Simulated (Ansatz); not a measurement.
Here is an Ansatz 0.2.0 calculation.

File input.yaml:

```yaml
crystal:
  lattice:
    - [4.3, 0.0, 0.0]
    - [-2.15, 3.7239092363, 0.0]
    - [0.0, 0.0, 7.02]
  atoms:
    - { symbol: Cd, position: [0.6666666667, 0.3333333333, 0.5] }
    - { symbol: Cd, position: [0.3333333333, 0.6666666667, 0.0] }
    - { symbol: Se, position: [0.6666666667, 0.3333333333, 0.885] }
    - { symbol: Se, position: [0.3333333333, 0.6666666667, 0.385] }
hamiltonian:
  xc: pbe
  pseudopotentials: { kind: paw }
kpoints:
  mp_grid: { grid: [7, 7, 4] }
scf:
  occupations: { method: gaussian, width: 0.021 }
output:
  forces: true
  stress: true
  eigenvalues: true
```

Potentials or basis: Ansatz PAW.

Command:

```sh
$ ansatz run input.yaml --threads 2 --pin off --max-ram 5632MiB --backend cpu --events-out ev --progress --plain --runs-dir out
```

Problem. Estimate the band gap on the k mesh.

Solution. 0.70 eV, direct.

Problem. Predict the pressure.

Solution. 3.0 GPa.

Stress tensor (GPa, compression positive):
```
3.69 0.00 0.00
0.00 3.69 0.00
0.00 0.00 1.66
```

Caveat: odd divisions of the mesh miss points on the zone boundary, where band edges often lie, so the gap on the mesh can be too wide.

**What was measured.**

A printed reference work, data compilation reports, for a bulk crystal of CdSe at 2 K: band gap 1.841 eV.

Measured gap of CdSe: 1.841 eV (2 K; a printed reference work, data compilation). This calculation gives 0.70 eV (-1.14 eV). So large a miss can be the level of theory's own, or it may mean another phase, state or a wrong row. Spin-orbit coupling on Cd, Se is left out. The value is that of PBE, without temperature or zero-point motion. Semilocal functionals fall short of measured gaps as a rule.
